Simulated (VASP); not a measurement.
Input of a VASP 6.6.1 run:

INCAR

```
ALGO = Fast
EDIFF = 1E-7
ENCUT = 900
GGA = PS
ISIF = 2
ISMEAR = 0
LASPH = T
LCHARG = F
LREAL = F
LWAVE = F
NBANDS = 14
NELM = 100
PREC = Accurate
SIGMA = 0.02
```

KPOINTS

```
k-points
0
Gamma
  8 8 8
```

POSCAR

```
NaF
1.0
    0.0000000000      2.3121900000      2.3121900000
    2.3121900000      0.0000000000      2.3121900000
    2.3121900000      2.3121900000      0.0000000000
Na F
1 1
Direct
    0.0000000000      0.0000000000      0.0000000000
    0.5000000000      0.5000000000      0.5000000000
```

Potentials or basis: VASP PAW PBE potentials, release 64 (Na_pv, F_h).

Launch:

```console
$ cat potpaw_PBE.64/Na_pv/POTCAR potpaw_PBE.64/F_h/POTCAR > POTCAR
$ mpirun -np 1 vasp_std > vasp.out
```

(1) What does it give for the band gap on the k mesh?

(2) What does it give for the pressure?

Answers

(1) 6.20 eV, direct.

(2) -0.4 GPa.

Caveat: the cutoff is under 1.25 times the usual one of these potentials, so pressure, stress and relaxed cells hold a basis-set (Pulay) error; the PAW data sets were made with another functional, which shifts forces and pressure a little.
